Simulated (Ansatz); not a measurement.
Consider SnSe2 (layers cut from the bulk crystal).

The cell holds 6 atoms: 4 Se and 2 Sn. Cell: a = 3.837 Å, b = 3.837 Å, c = 41.600 Å, α = 90.0°, β = 90.0°, γ = 120.0°. It derives from SnSe2. Regions: layer 1, 3 atoms (2 Se and 1 Sn); layer 2, 3 atoms (2 Se and 1 Sn). Vacuum lies along c.

```xyz
6
Lattice="3.8366 0.0000 0.0000 -1.9183 3.3226 0.0000 0.0000 0.0000 41.6000" Properties=species:S:1:pos:R:3
Se    0.0000    2.2150   16.2122
Sn    0.0000    0.0000   17.8062
Se    1.9183    1.1075   19.4010
Se    0.0000    2.2150   22.1990
Sn    0.0000    0.0000   23.7938
Se    1.9183    1.1075   25.3878
```

The structure was relaxed with PBE-D3(BJ). At the settings of the band run the largest force is still 0.10 eV/Å. The runs that relaxed it are not among those shown.

Gaps computed with Ansatz 0.2.0 without a self-energy: PBE 0.66 eV and PBE+SOC 0.64 eV.

Question: Estimate the G0W0@PBE gap with 6×6×1 mesh, 631 empty bands, screening to 65 eV, PAW set soft_1 files.

About 1.31 eV: on its mesh the run moves the gap from 0.66 eV by +0.65 eV. Bands and cutoff are finite, so the gap is not at the basis limit. The miss can reach some tenths of an eV and take either sign; the mesh is an error of its own. The mesh in the plane is coarse for a sheet; gap and any exciton binding can still move on denser ones. The many-body steps are scalar-relativistic: spin-orbit coupling is not in them.

[Paths, hosts, dates, memory and timing lines, banners, echoed tables and standing remarks are left out of the program output.]

[Logs are printed without paths, hosts, clocks, repeated set-up lines and the standing remarks that a program may print on its own settings, such as how far it seeks lower states.]

[Runs of the session that timed out or met a known fault of the program may be left out.]

[Cells called generated may have been cut or substituted from an entry of the Crystallography Open Database or the Materials Project.]

[Hosts, paths, dates, database ids (printed as entryN), source tags and the programs' standing remarks are cut or masked in the printed files.]
